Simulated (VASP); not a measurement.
Write the native input for VASP 6.6.1 that does the following.

```yaml
Task: electron localisation function
Functional: PBEsol
Potentials_or_basis: VASP PAW PBE potentials, release 64 (Si, O)
Cutoff: 520 eV
k_mesh: 9 × 9 × 9
Occupations: gaussian, width 0.02 eV
Spin: no spin polarisation
Further_INCAR_settings: ALGO = Fast; EDIFF = 1e-06
```

The structure of SiO lies in POSCAR:

```
SiO
1.0
    0.0000000000      2.4336400000      2.4336400000
    2.4336400000      0.0000000000      2.4336400000
    2.4336400000      2.4336400000      0.0000000000
Si O
1 1
Direct
    0.7500000000      0.7500000000      0.7500000000
    0.0000000000      0.0000000000      0.0000000000
```

The cell was built by a generator and needn't be a form met in nature.

These files were run (other wordings do the same):

INCAR

```
SYSTEM = SiO
PREC     = Accurate       ! precision mode
ENCUT    = 520            ! plane-wave cutoff, eV
EDIFF    = 1E-6           ! SCF threshold, eV
ISMEAR   = 0              ! smearing method
SIGMA    = 0.02           ! smearing width, eV
LREAL    = .False.        ! projectors in reciprocal space
LASPH    = .True.         ! aspherical terms in the spheres
NELM     = 60             ! most SCF steps
ALGO     = Fast           ! electronic algorithm
ISIF     = 2              ! what is computed and relaxed
LWAVE    = .False.        ! write WAVECAR
LCHARG   = .True.         ! write CHGCAR
GGA      = PS             ! functional
LELF     = .True.         ! ELF
```

KPOINTS

```
Automatic mesh
0
Gamma
  9 9 9
  0 0 0
```

Potentials or basis: VASP PAW PBE potentials, release 64 (Si, O).

Command:

```console
$ cat potpaw_PBE.64/Si/POTCAR potpaw_PBE.64/O/POTCAR > POTCAR
$ mpirun -np 1 vasp_std > vasp.out
```

It gave:

| Quantity | Value |
| --- | --- |
| Pressure | -3.6 GPa |
| Band gap on the k mesh | none (metal or under the smearing width) |

Caveat: the PAW data sets were made with another functional, which shifts forces and pressure a little.

Wall time 16 s on 1 thread of AMD EPYC 7R43 64-Core Processor (Zen 3), on a shared host, peak memory 0.11 GiB.
